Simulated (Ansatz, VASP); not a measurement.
Bi in VASP and in Ansatz

```
CELL_PARAMETERS angstrom
-1.84403 1.84403 1.84403
1.84403 -1.84403 1.84403
1.84403 1.84403 -1.84403
ATOMIC_POSITIONS crystal
Bi 0.00000 0.00000 0.00000
```

Alike in both runs: functional r2SCAN; k mesh 8 × 8 × 8; occupations gaussian, width 0.1 eV; no spin polarisation.

Ansatz relaxed the structure, and its values are those at the end. VASP's run is a single point on that final structure, the one shown.

|  | VASP | Ansatz |
| --- | --- | --- |
| version | VASP 6.6.1 | Ansatz 0.2.0 |
| potentials or method | VASP PAW PBE potentials, release 64 (Bi_d) | scalar-relativistic, plane waves, PAW |
| plane-wave cutoff (eV) | 520 | 500 |
| valence electrons in the cell | 15 | 15 |

|  | VASP | Ansatz | Ansatz less VASP |
| --- | --- | --- | --- |
| gap on the k mesh at the Fermi level (eV) | none | none | - |
| pressure (GPa) | 20.2 | 20.2 | -0.05 |

A gap of «none» marks a metal or a gap that the smearing closes.

Caveats: so large a pressure means that the cell lies far from this level's equilibrium, or that cutoff or potentials fall short (VASP); the potentials were made for another functional, which shifts forces and pressure (VASP); spin-orbit coupling is left out, which moves the levels of the heavy elements.
